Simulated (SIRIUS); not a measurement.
Al:

```
CELL_PARAMETERS angstrom
4.54673 0.00000 0.00000
-2.27337 3.93758 0.00000
0.00000 0.00000 2.75393
ATOMIC_POSITIONS crystal
Al 0.33333 0.66667 0.50000
Al 0.66667 0.33333 0.50000
```

The cell was built by a generator and needn't be a form met in nature.

```yaml
Program: SIRIUS 7.10.0
Task: relaxation of cell and atoms
Functional: PBE
Dispersion: D4
Potentials_or_basis: PseudoDojo 0.4.1 PBE standard (scalar relativistic)
Cutoff: 557 eV
Density_cutoff: 2229 eV
k_mesh: 5 × 5 × 7
Occupations: fermi-dirac, width 0.05 eV
Spin: no spin polarisation
```

At the start: pressure -1.4 GPa; volume 24.65 Å³/atom.

Problem. How do energy, volume and symmetry change on relaxing?

Solution. Over 4 steps the energy falls by 5.8 meV/atom and the volume is 23.83 Å³/atom (-3.3 %); space group P6/mmm (No. 191, to 0.05 Å).

The path:
```csv
step,energy change (eV),largest force (eV/Å),pressure (GPa),volume (Å³)
1,0.0000,0.0002,-1.40,49.30
2,-0.0029,0.0002,-1.23,49.08
3,-0.0116,0.0001,0.04,47.60
4,-0.0116,0.0001,-0.02,47.66
```

Final structure:
```xyz
2
Lattice="4.5227 0.0000 0.0000 -2.2613 3.9168 0.0000 0.0000 0.0000 2.6905" Properties=species:S:1:pos:R:3 pbc="T T T"
Al    0.0000    2.6112    1.3453
Al    2.2614    1.3056    1.3453
```

Caveat: pairwise dispersion overbinds metals, which lowers pressure and volume.
